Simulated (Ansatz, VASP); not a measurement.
## PbS: programs and potentials compared

The starting cell:

```
Pb S
1.0
     0.00000    2.96575    2.96575
     2.96575    0.00000    2.96575
     2.96575    2.96575    0.00000
Pb S
1 1
Direct
  0.00000 0.00000 0.00000
  0.50000 0.50000 0.50000
```

Alike in all runs: task relaxation of cell and atoms; functional PBE; k mesh 8 × 8 × 8; occupations fermi-dirac, width 0.05 eV; no spin polarisation; no spin-orbit coupling.

```csv
program and potentials,plane-wave cutoff (eV),notes,equilibrium volume (Å³/atom)
"Ansatz, Ansatz PAW",420,-,27.12
"VASP, PBE PAW files Pb_d, S, 600 eV",600,-,27.10
"Ansatz, all-electron LAPW, scalar-relativistic",-,-,27.12
```

The equilibrium volume spans 27.10 (VASP, PBE PAW files Pb_d, S, 600 eV) to 27.12 Å³/atom (Ansatz, all-electron LAPW, scalar-relativistic), with all-electron results at 27.12. Relaxations stop with a little pressure left, so the last digit of a volume isn't settled.

The functional is the same throughout but for its coding, so the spread measures potentials, basis and numerics; runs on potential files found faulty are left out.
